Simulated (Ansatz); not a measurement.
## What a trial cell of Ru relaxes into

Computed with DFT PBEsol, scalar-relativistic, plane waves, PAW in Ansatz 0.2.0. Cutoff 420 eV, Γ-centred k mesh, Gaussian smearing, no spin polarisation in the final step.

Ru was placed on the black phosphorus structure type (Cmce, No. 64), at a guessed volume.

```yaml
crystal:
  lattice:
    - [1.50015, -4.75878, 0.00000]
    - [1.50015, 4.75878, 0.00000]
    - [0.00000, 0.00000, 3.97019]
  atoms:
    - { symbol: Ru, position: [0.09800, 0.90200, 0.91000] }
    - { symbol: Ru, position: [0.59800, 0.40200, 0.59000] }
    - { symbol: Ru, position: [0.90200, 0.09800, 0.09000] }
    - { symbol: Ru, position: [0.40200, 0.59800, 0.41000] }
```

Cell and atoms relax at zero pressure; the relaxation can't lower the symmetry of the start. After a coarse first stage the cell is made exact in the group found at 0.06 Å.

Energies count from the standard state of Ru at the same level.

(1) Describe the relaxed structure.

(2) What are its volume, energy, density and gap?

## Answers

(1) It keeps Cmce (No. 64), but not the shape of the type it started on. Conventional cell: a = 2.711 Å, b = 9.180 Å, c = 4.590 Å. Ru is coordinated by 1 Ru at 2.33 Å and 8 Ru at 2.52–2.81 Å.

Space group Cmce (No. 64). a = 2.711 Å, b = 9.180 Å, c = 4.590 Å, α = 90.00°, β = 90.00°, γ = 90.00°
```csv
atom,site,symmetry,x,y,z
Ru,8f,m..,0.0000,0.8733,0.9819
```

(2) The volume per atom is 14.28 Å³, the density is 11.76 g/cm³ and the energy over the standard structure is 0.65 eV/atom. The gap on the 18×18×10 mesh is 0 eV (a metal).

The final run used a 18×18×10 mesh on its 4-atom cell and 0.10 eV smearing. For metals, differences of a few meV/atom aren't resolved. Symmetry constrained the relaxation, so the result can be a saddle point.